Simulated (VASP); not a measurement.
# KCl (Fm-3m) in VASP: further runs

The runs below take KCl through single point, with PBEsol.

All numbers are computed with VASP 6.6.1; they aren't measurements. Logs are shortened: lines on timing, memory, paths and dates and some standing lists are left out, and cuts for length are marked.

**Measured values to compare with.**

From a printed reference work, monograph, for a bulk crystal of KCl: band gap 8.68 eV.

The runs below are set against these values where they give the same quantity.

### Step 1. The cell of the first run

It takes space group Fm-3m (No. 225, cubic). Conventional cell: a = 6.159 Å, b = 6.159 Å, c = 6.159 Å, α = 90.00°, β = 90.00°, γ = 90.00°. Within 4.1 Å of K (site symmetry m-3m) lie 6 Cl at 3.08 Å. Cl (site symmetry m-3m) has 6 K at 3.08 Å within 4.1 Å.

### Step 2. Single point, PBEsol (29.21 Å³/atom)

Contents of INCAR:

```
ALGO = Normal
EDIFF = 1E-6
ENCUT = 500
GGA = PS
GGA_COMPAT = False
ISIF = 2
ISMEAR = 0
LASPH = True
LCHARG = False
LREAL = False
LWAVE = False
NBANDS = 15
NELM = 120
PREC = Accurate
SIGMA = 0.05
```

Contents of KPOINTS:

```
k-points
0
Gamma
  8 8 8
```

Contents of POSCAR:

```
KCl
1.0
    0.0000000000      3.0795407030      3.0795407030
    3.0795407030      0.0000000000      3.0795407030
    3.0795407030      3.0795407030      0.0000000000
K Cl
1 1
Direct
    0.0000000000      0.0000000000      0.0000000000
    0.5000000000      0.5000000000      0.5000000000
```

Potentials or basis: VASP PAW PBE potentials, release 64 (K_sv, Cl).

The run is started by

```console
cat potpaw_PBE.64/K_sv/POTCAR potpaw_PBE.64/Cl/POTCAR > POTCAR
mpirun -np 1 vasp_std > vasp.out
```

OUTCAR:

```text
EDIFF = 1E-6
   ENCUT = 500
   GGA = PS
   ISIF = 2
   ISMEAR = 0
   LASPH = True
   LREAL = False
   NELM = 120
   PREC = Accurate

 ion  position               nearest neighbor table
   1  0.000  0.000  0.000-   2 3.08   2 3.08   2 3.08   2 3.08   2 3.08   2 3.08
   2  0.500  0.500  0.500-   1 3.08   1 3.08   1 3.08   1 3.08   1 3.08   1 3.08

  LATTYP: Found a face centered cubic cell.
 ALAT       =     6.1590814060

  Lattice vectors:

 A1 = (   0.0000000000,   3.0795407030,   3.0795407030)
 A2 = (   3.0795407030,   0.0000000000,   3.0795407030)
 A3 = (   3.0795407030,   3.0795407030,   0.0000000000)

Analysis of symmetry for initial positions (statically):
=====================================================================
 Subroutine PRICEL returns:
 Original cell was already a primitive cell.

 Routine SETGRP: Setting up the symmetry group for a
 face centered cubic supercell.

 Subroutine GETGRP returns: Found 48 space group operations
 (whereof 48 operations were pure point group operations)
 out of a pool of 48 trial point group operations.

The static configuration has the point symmetry O_h .

Analysis of symmetry for dynamics (positions and initial velocities):
=====================================================================
 Subroutine PRICEL returns:
 Original cell was already a primitive cell.

 Routine SETGRP: Setting up the symmetry group for a
 face centered cubic supercell.

 Subroutine GETGRP returns: Found 48 space group operations
 (whereof 48 operations were pure point group operations)
 out of a pool of 48 trial point group operations.

The dynamic configuration has the point symmetry O_h .

 Subroutine INISYM returns: Found 48 space group operations
 (whereof 48 operations are pure point group operations),
 and found     1 'primitive' translations

----------------------------------------------------------------------------------------

                                     Primitive cell

  volume of cell :      58.4101

  direct lattice vectors                    reciprocal lattice vectors
     0.000000000  3.079540703  3.079540703    -0.162361874  0.162361874  0.162361874
     3.079540703  0.000000000  3.079540703     0.162361874 -0.162361874  0.162361874
     3.079540703  3.079540703  0.000000000     0.162361874  0.162361874 -0.162361874

  length of vectors
     4.355128228  4.355128228  4.355128228     0.281219015  0.281219015  0.281219015

  position of ions in fractional coordinates (direct lattice)
     0.000000000  0.000000000  0.000000000
     0.500000000  0.500000000  0.500000000

  ion indices of the primitive-cell ions
   primitive index   ion index
                 1           1
                 2           2

----------------------------------------------------------------------------------------

 KPOINTS: k-points

Automatic generation of k-mesh.
 Grid dimensions read from file:
 generate k-points for:    8    8    8

 Generating k-lattice:

  Cartesian coordinates                     Fractional coordinates (reciprocal lattice)
    -0.020295234  0.020295234  0.020295234     0.125000000  0.000000000  0.000000000
     0.020295234 -0.020295234  0.020295234     0.000000000  0.125000000  0.000000000
     0.020295234  0.020295234 -0.020295234     0.000000000  0.000000000  0.125000000

  Length of vectors
     0.035152377  0.035152377  0.035152377

  Shift w.r.t. Gamma in fractional coordinates (k-lattice)
     0.000000000  0.000000000  0.000000000

 Subroutine IBZKPT returns following result:
 ===========================================

 Found     29 irreducible k-points:

 Following reciprocal coordinates:
            Coordinates               Weight
  0.000000  0.000000  0.000000      1.000000
  0.125000  0.000000  0.000000      8.000000
  0.250000  0.000000  0.000000      8.000000
  0.375000  0.000000  0.000000      8.000000
  0.500000  0.000000  0.000000      4.000000
  0.125000  0.125000  0.000000      6.000000
[... 16 lines left out ...]
  0.500000  0.250000  0.125000     48.000000
 -0.375000  0.250000  0.125000     24.000000
 [... further k-points ...]
   k-points           NKPTS =     29   k-points in BZ     NKDIM =     29   number of bands    NBANDS=     15
   number of dos      NEDOS =    301   number of ions     NIONS =      2
   total plane-waves  NPLWV =  32768
   dimension x,y,z NGX =    32 NGY =   32 NGZ =   32
   dimension x,y,z NGXF=    64 NGYF=   64 NGZF=   64
   ions per type =               1   1
   NGX,Y,Z   is equivalent  to a cutoff of  12.22, 12.22, 12.22 a.u.
   NGXF,Y,Z  is equivalent  to a cutoff of  24.43, 24.43, 24.43 a.u.
 SYSTEM =  unknown system
   PREC   = accura    normal or accurate (medium, high low for compatibility)
   ISTART =      0    job   : 0-new  1-cont  2-samecut
   ICHARG =      2    charge: 1-file 2-atom 10-const
   ISPIN  =      1    spin polarized calculation?
   LNONCOLLINEAR =      F non collinear calculations
   LSORBIT =      F    spin-orbit coupling
   LASPH  =      T    aspherical Exc in radial PAW
   ENCUT  =  500.0 eV  36.75 Ry    6.06 a.u.   7.94  7.94  7.94*2*pi/ulx,y,z
   NELM   =    120;   NELMIN=  2; NELMDL= -5     # of ELM steps
   EDIFF  = 0.1E-05   stopping-criterion for ELM
   LREAL  =      F    real-space projection
   EDIFFG = 0.1E-04   stopping-criterion for IOM
   NSW    =      0    number of steps for IOM
   IBRION =     -1    ionic relax: 0-MD 1-quasi-New 2-CG
   NFREE  =      0    steps in history (QN), initial steepest desc. (CG)
   ISIF   =      2    stress and relaxation
   ISYM   =      2    0-nonsym 1-usesym 2-fastsym
   POTIM  = 0.5000    time-step for ionic-motion
   TEBEG  =    0.0;   TEEND  =   0.0 temperature during run
   PSTRESS=    0.0 pullay stress
   NELECT =      16.0000    total number of electrons
   NUPDOWN=      -1.0000    fix difference up-down
   EMIN   =  10.00;   EMAX   =-10.00  energy-range for DOS
   EFERMI =   0.00;   METHOD = LEGACY
   ISMEAR =     0;   SIGMA  =   0.05  broadening in eV -4-tet -1-fermi 0-gaus
   EFERMI_NEDOS =   21; number of points for ismear=-14 and -15
   IALGO  =     38    algorithm
   IMIX   =      4    mixing-type and parameters
     AMIX     =   0.40;   BMIX     =  1.00
     AMIX_MAG =   1.60;   BMIX_MAG =  1.00
  volume/ion in A,a.u.               =      29.21       197.09
  Fermi-wavevector in a.u.,A,eV,Ry     =   1.063210  2.009175 15.380224  1.130415
  Thomas-Fermi vector in A             =   2.198687
   LORBIT       =      0    0 simple, 1 ext, 2 COOP (PROOUT), +10 PAW based schemes
   GGA     = PS    functional components
   LHFCALC =     F    Hartree Fock is set to
   AEXX    =    0.0000 exact exchange contribution
   IVDW    =     0    specifies the selected vdW correction
   LEPSILON=     F    determine dielectric tensor
   LRPA    =     F    only Hartree local field effects (RPA)
 non-spin polarized calculation
 Gauss-broadening in eV      SIGMA  =   0.05
  energy-cutoff  :      500.00
  volume of cell :       58.41
 maximum number of plane-waves:      1524
   NGX = 15   NGY = 15   NGZ = 15

 number of electron      16.0000000 magnetization

 Free energy of the ion-electron system (eV)
  ---------------------------------------------------
  ext. energy  EPLUGINS =         0.00000000
  ---------------------------------------------------
  free energy    TOTEN  =        -7.01547595 eV

  energy without entropy =       -7.01547595  energy(sigma->0) =       -7.01547595

 E-fermi :  -1.3845     XC(G=0):  -8.0028

 val. band max:       -1.6388495821   @ k =   0.0000   0.0000   0.0000
 cond. band min:       3.5952014912   @ k =   0.0000   0.0000   0.0000
 fundamental gap:      5.2340510732
 Fermi energy:        -1.3844645273

 k-point     1 :       0.0000    0.0000    0.0000
  band No.  band energies     occupation
      1     -28.5329      2.00000
      2     -13.8092      2.00000
      3     -12.0609      2.00000
      4     -12.0609      2.00000
      5     -12.0609      2.00000
      6      -1.6388      2.00000
      7      -1.6388      2.00000
      8      -1.6388      2.00000
      9       3.5952      0.00000
     10       6.6714      0.00000
     11       6.6714      0.00000
     12       6.6714      0.00000
     13       7.5984      0.00000
     14       7.5984      0.00000
     15      11.3166      0.00000

 k-point     2 :       0.1250    0.0000    0.0000
  band No.  band energies     occupation
      1     -28.5306      2.00000
      2     -13.8441      2.00000
      3     -12.0625      2.00000
      4     -12.0625      2.00000
      5     -12.0165      2.00000
      6      -1.8594      2.00000
      7      -1.7003      2.00000
      8      -1.7003      2.00000
      9       3.9994      0.00000
     10       6.5477      0.00000
     11       6.8824      0.00000
     12       6.8824      0.00000
     13       7.8374      0.00000
     14       7.8374      0.00000
     15      11.9578      0.00000

 k-point     3 :       0.2500    0.0000    0.0000
  band No.  band energies     occupation
      1     -28.5251      2.00000
      2     -13.9223      2.00000
      3     -12.0665      2.00000
      4     -12.0665      2.00000
      5     -11.9149      2.00000
      6      -2.3150      2.00000
      7      -1.8424      2.00000
      8      -1.8424      2.00000
      9       4.9202      0.00000
     10       6.4787      0.00000
     11       7.4825      0.00000
     12       7.4825      0.00000
     13       8.4942      0.00000
     14       8.4942      0.00000
     15      12.3188      0.00000

 k-point     4 :       0.3750    0.0000    0.0000
  band No.  band energies     occupation
      1     -28.5196      2.00000
      2     -13.9937      2.00000
      3     -12.0705      2.00000
      4     -12.0705      2.00000
      5     -11.8193      2.00000
      6      -2.7007      2.00000
      7      -1.9764      2.00000
      8      -1.9764      2.00000
      9       5.7060      0.00000
     10       6.8031      0.00000
     11       8.3705      0.00000
     12       8.3705      0.00000
     13       9.3558      0.00000
     14       9.3558      0.00000
     15      11.2805      0.00000
[... 307 lines left out ...]
 k-point    22 :       0.3750    0.2500    0.1250
  band No.  band energies     occupation
      1     -28.5211      2.00000
      2     -13.9031      2.00000
      3     -12.1118      2.00000
      4     -12.0772      2.00000
      5     -11.9216      2.00000
      6      -2.4479      2.00000
      7      -1.9104      2.00000
      8      -1.8551      2.00000
      9       5.4855      0.00000
     10       5.8222      0.00000
     11       8.1119      0.00000
     12       8.3519      0.00000
     13       8.5601      0.00000
     14       9.2208      0.00000
     15      11.2727      0.00000

 k-point    23 :       0.5000    0.2500    0.1250
  band No.  band energies     occupation
      1     -28.5168      2.00000
      2     -13.9149      2.00000
      3     -12.1313      2.00000
      4     -12.0916      2.00000
      5     -11.8990      2.00000
      6      -2.5636      2.00000
      7      -2.0346      2.00000
      8      -1.9774      2.00000
      9       5.9594      0.00000
     10       6.3925      0.00000
     11       8.4752      0.00000
     12       8.7489      0.00000
     13       9.2124      0.00000
     14       9.7120      0.00000
     15      10.5407      0.00000

 k-point    24 :      -0.3750    0.2500    0.1250
  band No.  band energies     occupation
      1     -28.5150      2.00000
      2     -13.9194      2.00000
      3     -12.1336      2.00000
      4     -12.1045      2.00000
      5     -11.8892      2.00000
      6      -2.5965      2.00000
      7      -2.0980      2.00000
      8      -2.0280      2.00000
      9       6.2047      0.00000
     10       6.7366      0.00000
     11       8.6315      0.00000
     12       8.6898      0.00000
     13       9.4826      0.00000
     14      10.3847      0.00000
     15      10.4845      0.00000

 [... further k-points ...]

------------------------ aborting loop because EDIFF is reached ----------------------------------------

  FORCE on cell =-STRESS in cart. coord.  units (eV):
  Direction    XX          YY          ZZ          XY          YZ          ZX
  --------------------------------------------------------------------------------------
  -------------------------------------------------------------------------------------
  Total        0.3234677      0.3234677      0.3234677      0.0000000     -0.0000000      0.0000000
  in kB        8.8726568      8.8726568      8.8726568      0.0000000     -0.0000000      0.0000000
  external PRESSURE =       8.8726568 kB  Pullay stress =       0.0000000 kB

 VOLUME and BASIS-vectors are now :
 -----------------------------------------------------------------------------
  energy-cutoff  :      500.00
  volume of cell :       58.41
      direct lattice vectors                 reciprocal lattice vectors
     0.000000000  3.079540703  3.079540703    -0.162361874  0.162361874  0.162361874
     3.079540703  0.000000000  3.079540703     0.162361874 -0.162361874  0.162361874
     3.079540703  3.079540703  0.000000000     0.162361874  0.162361874 -0.162361874

 POSITION                                       TOTAL-FORCE (eV/Angst)
 -----------------------------------------------------------------------------------
      0.00000      0.00000      0.00000        -0.000000      0.000000      0.000000
      3.07954      3.07954      3.07954         0.000000     -0.000000     -0.000000
 -----------------------------------------------------------------------------------
    total drift:                                0.000000     -0.000000     -0.000000

  FREE ENERGIE OF THE ION-ELECTRON SYSTEM (eV)
  ---------------------------------------------------
  free  energy   TOTEN  =        -7.0154759537 eV

  energy  without entropy=       -7.0154759537  energy(sigma->0) =       -7.01547595
```

Run time: 30 s. Hardware: 1 thread of Intel Xeon 8259CL, shared host; peak memory 0.18 GiB.

Results:

```
Free energy            : -7.0155 eV
Pressure               : 0.9 GPa
Band gap on the k mesh : 5.23 eV
```

Caveat: the PAW data sets were made with another functional, which shifts forces and pressure a little.

### Step 3. Single point, PBEsol (31.03 Å³/atom)

This run uses another cell than the first one, of 31.03 Å³/atom.

Contents of INCAR:

```
SYSTEM = KCl
  PREC = Accurate
  ENCUT = 500
  EDIFF = 1E-6
  ISMEAR = 0
  SIGMA = 0.05
  LREAL = .FALSE.
  LASPH = .TRUE.
  NELM = 120
  ALGO = Normal
  ISIF = 2
  LWAVE = .FALSE.
  LCHARG = .TRUE.
  GGA = PS
  LELF = .TRUE.
  LVHAR = .TRUE.
  NBANDS = 15
  GGA_COMPAT = .FALSE.
```

Contents of KPOINTS:

```
Automatic mesh
0
G
  8 8 8
  0 0 0
```

Contents of POSCAR:

```
KCl
1.0
    0.0000000000      3.1422691005      3.1422691005
    3.1422691005      0.0000000000      3.1422691005
    3.1422691005      3.1422691005      0.0000000000
K Cl
1 1
Direct
    0.0000000000      0.0000000000      0.0000000000
    0.5000000000      0.5000000000      0.5000000000
```

Potentials or basis: VASP PAW PBE potentials, release 64 (K_sv, Cl).

The run is started by

```console
cat potpaw_PBE.64/K_sv/POTCAR potpaw_PBE.64/Cl/POTCAR > POTCAR
mpirun -np 1 vasp_std > vasp.out
```

Wall time 35 s (1 thread of Intel Xeon 8259CL, shared host); peak memory 0.18 GiB.

Results (log left out):

```yaml
Free_energy: -7.0224 eV
Pressure: -0.3 GPa
Band_gap_on_the_k_mesh: 5.03 eV
```

Levels at points of the mesh, in eV from the valence-band top:
| k point | band 5 | band 6 | band 7 | band 8 | band 9 | band 10 | band 11 | band 12 |
| --- | --- | --- | --- | --- | --- | --- | --- | --- |
| (0.00, 0.00, 0.00) | -10.56 | 0.00 | 0.00 | 0.00 | 5.03 | 8.30 | 8.30 | 8.30 |
| (0.50, 0.00, 0.00) | -10.32 | -1.09 | -0.34 | -0.34 | 7.44 | 8.50 | 10.49 | 10.49 |
| (0.50, 0.50, 0.00) | -10.62 | -0.68 | -0.23 | -0.23 | 6.40 | 8.25 | 9.93 | 10.19 |

Caveat: the PAW data sets were made with another functional, which shifts forces and pressure a little.

### Step 4. Single point, PBEsol (30.42 Å³/atom)

This run uses another cell than the first one, of 30.42 Å³/atom.

Contents of INCAR:

```
ALGO = Normal ; EDIFF = 1E-6
ENCUT = 500 ; GGA = PS
GGA_COMPAT = False ; ISIF = 2
ISMEAR = 0 ; LASPH = True
LCHARG = False ; LREAL = False
LWAVE = False ; NBANDS = 15
NELM = 120 ; PREC = Accurate
SIGMA = 0.05
```

Contents of KPOINTS:

```
k-points
0
Gamma
  8 8 8
```

Contents of POSCAR:

```
KCl
1.0
    0.0000000000      3.1217314349      3.1217314349
    3.1217314349      0.0000000000      3.1217314349
    3.1217314349      3.1217314349      0.0000000000
K Cl
1 1
Direct
    0.0000000000      0.0000000000      0.0000000000
    0.5000000000      0.5000000000      0.5000000000
```

Potentials or basis: VASP PAW PBE potentials, release 64 (K_sv, Cl).

The run is started by

```console
cat potpaw_PBE.64/K_sv/POTCAR potpaw_PBE.64/Cl/POTCAR > POTCAR
mpirun -np 1 vasp_std > vasp.out
```

OUTCAR:

```text
EDIFF = 1E-6
   ENCUT = 500
   GGA = PS
   ISIF = 2
   ISMEAR = 0
   LASPH = True
   LREAL = False
   NELM = 120
   PREC = Accurate

 ion  position               nearest neighbor table
   1  0.000  0.000  0.000-   2 3.12   2 3.12   2 3.12   2 3.12   2 3.12   2 3.12
   2  0.500  0.500  0.500-   1 3.12   1 3.12   1 3.12   1 3.12   1 3.12   1 3.12

  LATTYP: Found a face centered cubic cell.
 ALAT       =     6.2434628698

  Lattice vectors:

 A1 = (   0.0000000000,   3.1217314349,   3.1217314349)
[... 618 lines left out ...]
------------------------ aborting loop because EDIFF is reached ----------------------------------------

  FORCE on cell =-STRESS in cart. coord.  units (eV):
  Direction    XX          YY          ZZ          XY          YZ          ZX
  --------------------------------------------------------------------------------------
  -------------------------------------------------------------------------------------
  Total        0.0144302      0.0144302      0.0144302      0.0000000     -0.0000000      0.0000000
  in kB        0.3799852      0.3799852      0.3799852      0.0000000     -0.0000000      0.0000000
  external PRESSURE =       0.3799852 kB  Pullay stress =       0.0000000 kB

 VOLUME and BASIS-vectors are now :
 -----------------------------------------------------------------------------
  energy-cutoff  :      500.00
  volume of cell :       60.84
      direct lattice vectors                 reciprocal lattice vectors
     0.000000000  3.121731435  3.121731435    -0.160167526  0.160167526  0.160167526
     3.121731435  0.000000000  3.121731435     0.160167526 -0.160167526  0.160167526
     3.121731435  3.121731435  0.000000000     0.160167526  0.160167526 -0.160167526

 POSITION                                       TOTAL-FORCE (eV/Angst)
 -----------------------------------------------------------------------------------
      0.00000      0.00000      0.00000        -0.000000      0.000000     -0.000000
      3.12173      3.12173      3.12173         0.000000     -0.000000      0.000000
 -----------------------------------------------------------------------------------
    total drift:                                0.000000     -0.000000     -0.000000

  FREE ENERGIE OF THE ION-ELECTRON SYSTEM (eV)
  ---------------------------------------------------
  free  energy   TOTEN  =        -7.0231036494 eV

  energy  without entropy=       -7.0231036494  energy(sigma->0) =       -7.02310365
```

Run time: 33 s. Hardware: 1 thread of Intel Xeon 8259CL, shared host; peak memory 0.18 GiB.

What came out:

- Free energy: -7.0231 eV
- Pressure: 0.0 GPa
- Band gap on the k mesh: 5.10 eV

Levels at points of the mesh, in eV from the valence-band top:
| k point | band 5 | band 6 | band 7 | band 8 | band 9 | band 10 | band 11 | band 12 |
| --- | --- | --- | --- | --- | --- | --- | --- | --- |
| (0.00, 0.00, 0.00) | -10.51 | 0.00 | 0.00 | 0.00 | 5.10 | 8.30 | 8.30 | 8.30 |
| (0.50, 0.00, 0.00) | -10.26 | -1.13 | -0.35 | -0.35 | 7.49 | 8.58 | 10.55 | 10.55 |
| (0.50, 0.50, 0.00) | -10.58 | -0.69 | -0.23 | -0.23 | 6.38 | 8.33 | 10.04 | 10.23 |

Caveat: the PAW data sets were made with another functional, which shifts forces and pressure a little.

[end of part 1 of 2]
